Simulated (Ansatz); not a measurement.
Input and output of a relaxation of cell and atoms on MgO built on the CsCl prototype (Ansatz 0.2.0, LDA). The starting cell comes from a relaxation with PBE.

```yaml
crystal:
  lattice:
    - [2.659821623, 0.0, 0.0]
    - [0.0, 2.659821623, 0.0]
    - [0.0, 0.0, 2.659821623]
  atoms:
    - { symbol: Mg, position: [0.0, 0.0, 0.0] }
    - { symbol: O, position: [0.5, 0.5, 0.5] }
kpoints:
  mp_grid: { grid: [8, 8, 8] }
hamiltonian:
  xc: lda
scf:
  occupations: { method: fermi_dirac, width: 0.02 }
relax:
  f_tol: 0.005
  cell: {}
```

In the abridged output below, numbers in square brackets stand for lines, or ends of lines, that were taken out.
```
Functional definition: SPW92
Crystal: 2 atoms, lattice volume = 18.817 Å³
Basis set: ecut = 420 eV, 365 PW (Γ)
Bands: 12, of which v1, the nominal top of the filled ones, is band 8 counted from 1 (7 counted from 0)
Symmetry: 48 space group operations
Space group: Pm-3m (ITA 221)
[1]
preconditioner: auto → none  [insulator: Δε(μ)=2.022 eV  σ=0.020 eV  ℏωp=24.2 eV]
relax step 1: F+E_penalty+E_count = -2458.51014159 eV  P = -9.869 GPa  Ω = 18.817 Å³
--- Relaxed structure (5 steps of the walk, 5 accepted, 2 SCFs on fresh bases) ---
[2]
```

Q: What stood in the gaps? They hold the relaxed structure, the count of irreducible k points.

A:
```
[1]
k-points: 35 of 512
[2]
  F+E_penalty+E_count = -2458.55207169 eV
  cell:  # Å, volume = 17.5407 Å³
    - [2.598257, 0.000000, 0.000000]
    - [0.000000, 2.598257, 0.000000]
    - [0.000000, 0.000000, 2.598257]
  atoms:
    - { symbol: Mg, position: [0.000000, 0.000000, 0.000000] }
    - { symbol: O, position: [0.500000, 0.500000, 0.500000] }
```
Only the leading digits can be foreseen; the rest is this run's record.

The walk took 5 steps and changed the volume by -6.8 %. The last SCF, on a fresh basis, lies 21.0 meV an atom below the first. At the end: it is cubic, Pm-3m (No. 221); conventional cell a = 2.598 Å, 8.77 Å³ an atom. Around Mg lie 8 O at 2.25 Å; around O lie 8 Mg at 2.25 Å.

Run as `ansatz run input.yaml --threads 4 --pin off --max-ram 7372MiB --backend cpu --events-out ev --progress --plain --runs-dir out`. It took 2.8 s on 4 threads of Arm Neoverse N1, with other jobs on the host, load about 0.9 per core; peak host memory 0.31 GiB.

(Calculated; spin-unpolarised; the phase may be known or hypothetical.)
